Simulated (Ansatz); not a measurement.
# TaN: stress in a strained cell, part 2 of 2

Aim: deform TaN (equal xy, yz and zx engineering shear strains of +3 %) and compute stress, forces and field gradients with LAPW, PAW and all-electron datasets made for the crystal.

Ansatz 0.2.0; DFT PBEsol; a database cell (COD). «Crystal datasets» are all-electron PAW datasets made for this crystal. The steps go on from the part before.

### Step 5. All-electron PAW on datasets made for the crystal

The input, input.yaml:

```yaml
crystal:
  lattice:
    - [5.1960008669, 0.077940013, 0.077940013]
    - [-2.5305024022, 4.4608987423, 0.0285280247]
    - [0.043665, 0.043665, 2.911]
  atoms:
    - { symbol: Ta, position: [0.3333333333, 0.6666666667, 0.5] }
    - { symbol: Ta, position: [0.6666666667, 0.3333333333, 0.5] }
    - { symbol: Ta, position: [0.0, 0.0, 0.0] }
    - { symbol: "N", position: [0.39285, 0.0, 0.0] }
    - { symbol: "N", position: [0.60715, 0.60715, 0.0] }
    - { symbol: "N", position: [0.0, 0.39285, 0.0] }
kpoints:
  mp_grid: { grid: [6, 6, 9] }
scf:
  occupations: { method: fermi_dirac, width: 0.01 }
hamiltonian:
  xc: pbesol
  pseudopotentials: { kind: all_electron, datasets: crystal }
output:
  forces: true
  stress: true
  eigenvalues: true
  efg: { contact_densities: true }
```

Launch:

```console
$ ansatz run input.yaml --threads 2 --pin off --max-ram 8192MiB --backend cpu --events-out ev --progress --plain --runs-dir out
```

The log of the run:

```text
hamiltonian.pseudopotentials.datasets: crystal makes datasets for this crystal and solves the spheres of its atoms anew in each pass: cutoff 520.0 eV, the density's 2080.0 eV; for an error of 0.50 meV an atom under PBE, 3.0 meV for the cell; an energy difference from a run of another recipe may be off by several times the error for the cell, under r2SCAN by more, where some 0.1 meV an atom stays at smaller errors; N in spheres of 0.820 Å, 5 of its electrons in bands; Ta in spheres of 1.191 Å, 27 of its electrons in bands
band count auto-derived: 64 (N_el = 96.0; filled up to band 48; 58 by the electrons, moments and atoms)
Ta: output.efg is read without spin–orbit coupling, which moves field gradients at and beside such atoms by some per cent and up to a factor of two; PAW files take it under magnetization.noncollinear and magnetization.spin_orbit
Engine: ansatz 0.2.0
Pseudopotentials: kind: all_electron
Pseudopotential: Ta, paw, valence charge 27, recommended cutoff 520 eV (normal), Koelling and Harmon's equation, gaussian nucleus
Pseudopotential: N, paw, valence charge 5, recommended cutoff 520 eV (normal), Koelling and Harmon's equation, gaussian nucleus
Functional definition: PBEsol
  exchange = pbesol_x
  correlation = pbesol_c
Crystal: 6 atoms, lattice volume = 68.018 Å³
Basis set: ecut = 520 eV, 1829 PW (Γ), exchange–correlation on 80×80×48 points (8 copies of the dense FFT grid, shifted against one another)
Bands: 64, of which v1, the nominal top of the filled ones, is band 48 counted from 1 (47 counted from 0)
Symmetry: 1 space group operations
Space group: P1 (ITA 1), of the structure as read, at distance tolerance 4.1e-5 Å
k-points: 164 of 324 (time reversal used)
Non-local potential: Ta, projectors of the file, l = 0: 2, l = 1: 2, l = 2: 1, l = 3: 2
Non-local potential: N, projectors of the file, l = 0: 1, l = 1: 1
PAW form: soft (Blöchl's): semilocal exchange-correlation on the pseudo side does not see the compensation charge
PAW one-centre angular grid: Ta, 590 points (default); XC on its mesh's 1775 points in the sphere
PAW one-centre angular grid: N, 110 points (default); XC on its mesh's 1891 points in the sphere
Initial density: superposition of atomic densities (neutral atoms: chi_scale 0, normalization atom)
Initial wavefunctions: pseudopotential atomic-orbital guess
Functional: x = pbesol(κ = 0.804, μ = 0.12345679012345678), c = pbesol(β = 0.046)
iter 1 solved again at ethr=3.54e-2 eV; its pass at ethr=1.00e-1 eV (dr2=3.40e1 eV) is discarded
SCF iter   1: F=—  HF=-1277800.694009 eV  |F-HF|=—  |Δ(HF+E_count)|=         —  Δρ=2.03e-1  dr2=3.32e1  ethr=3.54e-2  ⟨swp⟩=2.0  Hψ=49561  notcnv=0
preconditioner: auto → Kerker (q_TF=auto, 2.890 Å⁻¹)  [metal: Δε(μ)=0.011 eV  Ē_g=23.226 eV  σ=0.010 eV  W_gap=0.27  n_scr=32 (ndim 8)  ℏωp=42.7 eV  f_vac=0.000  D(μ)=1.16/eV (n_scr^D=6)]
SCF iter   2: F=—  HF=-1277793.191377 eV  |F-HF|=—  |Δ(HF+E_count)|=    7.50e0  Δρ=7.06e-2  dr2=4.26e0  ethr=3.45e-2  ⟨swp⟩=3.1  Hψ=22881  notcnv=0  defer=1
preconditioner: auto → Resta (q_TF=auto, 2.890 Å⁻¹)  ε∞=4.3  [insulator: Δε(μ)=0.119 eV  Ē_g=23.679 eV  σ=0.010 eV  W_gap=0.58  n_scr=32 (ndim 8)  ℏωp=42.7 eV  f_vac=0.000  D(μ)=0.40/eV (n_scr^D=0)  ε∞_Penn≈4.3]
iter 3 solved again at ethr=3.68e-4 eV; its pass at ethr=4.43e-3 eV (dr2=3.54e-1 eV) is discarded
SCF iter   3: F=—  HF=-1277791.916134 eV  |F-HF|=—  |Δ(HF+E_count)|=    1.28e0  Δρ=3.36e-2  dr2=3.55e-1  ethr=3.68e-4  ⟨swp⟩=2.0  Hψ=46104  notcnv=0
SCF iter   4: F=—  HF=-1277791.893322 eV  |F-HF|=—  |Δ(HF+E_count)|=   2.28e-2  Δρ=1.29e-2  dr2=4.71e-2  ethr=3.68e-4  ⟨swp⟩=3.0  Hψ=26845  notcnv=0  defer=2
SCF iter   5: F=—  HF=-1277791.884697 eV  |F-HF|=—  |Δ(HF+E_count)|=   8.63e-3  Δρ=2.77e-3  dr2=4.59e-3  ethr=4.91e-5  ⟨swp⟩=3.1  Hψ=29216  notcnv=0  defer=2
SCF iter   6: F=—  HF=-1277791.885204 eV  |F-HF|=—  |Δ(HF+E_count)|=   5.07e-4  Δρ=7.57e-4  dr2=3.20e-4  ethr=4.78e-6  ⟨swp⟩=3.1  Hψ=24558  notcnv=0
SCF iter   7: F=—  HF=-1277791.885174 eV  |F-HF|=—  |Δ(HF+E_count)|=   3.07e-5  Δρ=3.33e-4  dr2=1.10e-4  ethr=3.34e-7  ⟨swp⟩=3.0  Hψ=23551  notcnv=0
SCF iter   8: F=—  HF=-1277791.885136 eV  |F-HF|=—  |Δ(HF+E_count)|=   3.73e-5  Δρ=1.32e-4  dr2=6.90e-6  ethr=1.14e-7  ⟨swp⟩=3.0  Hψ=19992  notcnv=0
SCF iter   9: F=—  HF=-1277791.885123 eV  |F-HF|=—  |Δ(HF+E_count)|=   1.35e-5  Δρ=3.98e-5  dr2=1.19e-6  ethr=7.19e-9  ⟨swp⟩=3.0  Hψ=19781  notcnv=0
SCF iter  10: F=-1277791.885123 eV  HF=-1277791.885123 eV  |F-HF|=2.10e-8  |Δ(HF+E_count)|=   1.60e-7  Δρ=7.72e-6  dr2=4.19e-8  ethr=1.24e-9  ⟨swp⟩=3.0  Hψ=18995  notcnv=0
SCF 1 converged in 10 iterations: F = -1277791.885123 eV  dr2 = 4.19e-8
  Residual-converged pass: ⟨swp⟩=3.9  Hψ=21330  notcnv=0  max |occ|·‖R‖ = 6.6e-6 eV (tolerance 6.7e-6 eV)  dr2=4.18e-8  dr2_onsite=3.61e-8  max |Δocc| = 3.1e-10
SCF converged after 10 iterations
Free energy (F): -1277791.885123 eV
Harris-Foulkes:  -1277791.885123 eV  (|F-HF|=2.10e-8)
Internal energy: -1277791.884914 eV  (E = F + TS)
E sigma→0 (E₀):  -1277791.885019 eV
Entropy (-TS):   -0.000209 eV (-0.035 meV/atom)
Past the cutoff: the bands carry plane waves up to 1.75 times it, of which those up to 1.5 times it add -0.000294 eV an atom, each by itself; the spheres take 0.000173 eV an atom off the energy for waves past 1.75 times it
By the cutoff:   a pressure is off by up to 0.007 GPa (1.2 times the spheres' own share and the shells' term, over an atom's volume, and 0.004 GPa: a bound that held against runs at twice the plane waves)
Past the cutoffs: a stress includes 0.0019 GPa for waves and charges beyond them, in addition to the slope of what the spheres take
In the spheres:  the bands' charges fall short by 1.2e-6 e at most (sound up to 1e-3)
Fermi energy:    24.499177 eV
--- Per-component energies (eV) ---
  The terms above E_closure are by the made datasets' own strengths, without shells solved beside the bands.
--- Forces (eV/Å), atoms counted from 1 ---
  atom   1  Ta    -0.12850588    -0.08159662     0.06535783
  atom   2  Ta     0.13246365    -0.09984217     0.02458188
  atom   3  Ta     0.02594957    -0.38368041     0.00019361
  atom   4  N     -0.02948530     0.11960051     0.05901418
  atom   5  N      0.05958035     0.21655817    -0.15021412
  atom   6  N     -0.05999937     0.22893786     0.00106394
  max |Σ_I F_I| component: 2.27e-5 eV/Å
--- Stress (GPa, compression-positive) ---
       -2.411493      -5.497602      -5.598441
       -5.497602      -2.436967      -5.653066
       -5.598441      -5.653066      -4.133875
  P = ⅓ Tr σ = -2.9941 GPa (-29.941 kbar)
--- PAW observables at the nuclei: V_zz in 10²¹ V/m², potentials from the cell's mean, atoms counted from 1 ---
  atom   1  Ta V_zz =   -21.091571   η = 0.4638   by run symmetry: allowed
            electrostatic potential = -14496.480235 V   contact ρ = 8140150.589542 e/Å³
  atom   2  Ta V_zz =   -21.101576   η = 0.4617   by run symmetry: allowed
            electrostatic potential = -14496.480210 V   contact ρ = 8140150.593836 e/Å³
  atom   3  Ta V_zz =   +11.576355   η = 0.2751   by run symmetry: allowed
            electrostatic potential = -14497.053535 V   contact ρ = 8140211.633573 e/Å³
  atom   4  N  V_zz =    -1.423851   η = 0.7311   by run symmetry: allowed
            electrostatic potential = -527.392228 V   contact ρ = 1404.185724 e/Å³
  atom   5  N  V_zz =    -1.192457   η = 0.6609   by run symmetry: allowed
            electrostatic potential = -527.407236 V   contact ρ = 1404.154872 e/Å³
  atom   6  N  V_zz =    -1.631883   η = 0.7831   by run symmetry: allowed
            electrostatic potential = -527.378135 V   contact ρ = 1404.219501 e/Å³
--- Band table (eV; the first three rows and the last of 164) ---
  k-point 0: bands = ["-44.7649", "-44.7193", "-44.1461", "-11.6078", "-11.5931", "-11.2554", "-11.2416", "-11.0732", "-10.9643", "-10.8179", "-10.8115", "-10.1947", "3.4387", "3.4412", "3.4438", "3.4516", "3.4560", "3.4599", "3.4676", "3.4708", "3.4739", "3.4752", "3.4978", "3.5008", "3.5043", "3.5224", "3.9939", "4.0300", "4.0512", "4.0532", "4.0641", "4.0662", "4.1178", "6.2711", "8.9664", "9.0399", "15.1301", "17.8831", "18.0093", "18.0608", "18.7340", "18.7939", "19.3776", "19.6474", "20.2989", "21.1939", "22.6132", "23.6114", "23.6174", "25.0449", "25.1121", "26.3628", "26.4291", "26.5041", "26.9577", "27.7394", "27.7743", "29.6138"]
  k-point 1: bands = ["-44.7596", "-44.7142", "-44.1416", "-11.5905", "-11.5760", "-11.2387", "-11.2223", "-11.1788", "-11.0593", "-10.8164", "-10.8112", "-10.2759", "3.4405", "3.4417", "3.4442", "3.4549", "3.4569", "3.4609", "3.4685", "3.4707", "3.4744", "3.4769", "3.4976", "3.4983", "3.5013", "3.5166", "3.9956", "4.0302", "4.0512", "4.0534", "4.0659", "4.0683", "4.1120", "6.5020", "8.9042", "8.9734", "15.5411", "17.6681", "17.7938", "18.2393", "18.6162", "18.7173", "19.3426", "19.5446", "19.6606", "21.6566", "23.1115", "23.1268", "23.2064", "25.6591", "25.7404", "26.3924", "26.4787", "26.6759", "27.2003", "27.7624", "27.8583", "29.4777"]
  k-point 2: bands = ["-44.7462", "-44.7013", "-44.1301", "-11.5463", "-11.5327", "-11.4422", "-11.2941", "-11.1904", "-11.1700", "-10.8152", "-10.8124", "-10.4768", "3.4359", "3.4398", "3.4479", "3.4602", "3.4617", "3.4635", "3.4688", "3.4747", "3.4767", "3.4847", "3.4864", "3.4979", "3.5015", "3.5033", "3.9990", "4.0304", "4.0503", "4.0528", "4.0717", "4.0746", "4.0982", "7.1167", "8.7395", "8.7973", "16.6337", "17.1595", "17.2796", "17.8224", "18.4533", "18.4745", "19.1581", "19.2678", "19.4125", "22.6282", "22.6592", "22.9779", "24.4792", "25.8913", "26.0231", "26.5389", "26.6582", "27.2064", "27.8333", "28.1640", "28.3599", "29.3347"]
  k-point 163: bands = ["-44.7037", "-44.6942", "-44.1083", "-11.8631", "-11.7880", "-11.4831", "-11.4000", "-11.1413", "-11.0534", "-10.8446", "-10.8109", "-10.7872", "3.4200", "3.4288", "3.4406", "3.4571", "3.4703", "3.4714", "3.4752", "3.4786", "3.4832", "3.4868", "3.4896", "3.4966", "3.5039", "3.5076", "4.0007", "4.0306", "4.0466", "4.0500", "4.0724", "4.0868", "4.0874", "8.1808", "8.5111", "8.8540", "15.9686", "16.4442", "16.9467", "17.1618", "17.5964", "18.3394", "19.0367", "19.6891", "20.3528", "21.4361", "22.6419", "23.5796", "24.9551", "25.8345", "27.6421", "27.6849", "27.9906", "28.2474", "28.6529", "29.1623", "29.7914", "30.1258"]
```

Wall time 4.9 min (2 threads of Arm Neoverse V2, shared host); peak memory 4.2 GiB.

In short: pressure -2.99 GPa; no gap; largest force 0.385 eV/Å; Vzz Ta1 -21.09 (η = 0.46), Ta2 -21.10 (η = 0.46), Ta3 11.58 (η = 0.28), N4 -1.42 (η = 0.73) (10²¹ V/m²).

### Step 6. Stress and forces compared

Stress (GPa, compression positive):

```
          method     xx     yy     zz     yz     xz     xy
            LAPW  -2.41  -2.44  -4.13  -5.65  -5.60  -5.50
             PAW  -2.37  -2.39  -4.15  -5.69  -5.64  -5.52
crystal datasets  -2.41  -2.44  -4.13  -5.65  -5.60  -5.50
```

Forces (eV/Å):

| atom | LAPW x | LAPW y | LAPW z | PAW x | PAW y | PAW z | crystal datasets x | crystal datasets y | crystal datasets z |
| --- | --- | --- | --- | --- | --- | --- | --- | --- | --- |
| Ta1 | -0.129 | -0.082 | 0.065 | -0.128 | -0.083 | 0.066 | -0.129 | -0.082 | 0.065 |
| Ta2 | 0.133 | -0.100 | 0.025 | 0.132 | -0.101 | 0.025 | 0.132 | -0.100 | 0.025 |
| Ta3 | 0.026 | -0.384 | 0.000 | 0.026 | -0.390 | 0.000 | 0.026 | -0.384 | 0.000 |
| N4 | -0.030 | 0.120 | 0.059 | -0.016 | 0.121 | 0.061 | -0.029 | 0.120 | 0.059 |
| N5 | 0.060 | 0.217 | -0.150 | 0.054 | 0.208 | -0.153 | 0.060 | 0.217 | -0.150 |
| N6 | -0.060 | 0.229 | 0.001 | -0.068 | 0.244 | 0.002 | -0.060 | 0.229 | 0.001 |

```
          method  pressure (GPa)  largest force (eV/Å)  Vzz Ta1 (10²¹ V/m²)  Vzz Ta2 (10²¹ V/m²)  Vzz Ta3 (10²¹ V/m²)  SCF cycles, all passes
            LAPW           -2.99                 0.384                    –                    –                    –                      11
             PAW           -2.97                 0.391               -22.92               -22.92                14.47                       7
crystal datasets           -2.99                 0.385               -21.09               -21.10                11.58                      10
```

### Step 7. What came out

This closing draws on all 2 parts.

| quantity | value |
| --- | --- |
| pressure | LAPW -2.99, PAW -2.97, crystal datasets -2.99 GPa |
| largest shear or deviatoric stress (LAPW) | 5.65 GPa |

**Reading.** The largest part of the stress beyond the pressure is 5.65 GPa in size; the atoms are carried along and not relaxed. No run of the undeformed cell stands beside it, so the pressure holds what the given cell had before the change. PAW: stress within 0.04 GPa of LAPW, forces within 15 meV/Å. Crystal datasets: stress within 0.01 GPa of LAPW, forces within 1 meV/Å. Spin-orbit coupling is left out, though the cell holds Ta; in elements this heavy it can shift bands and gaps by tenths of an eV.
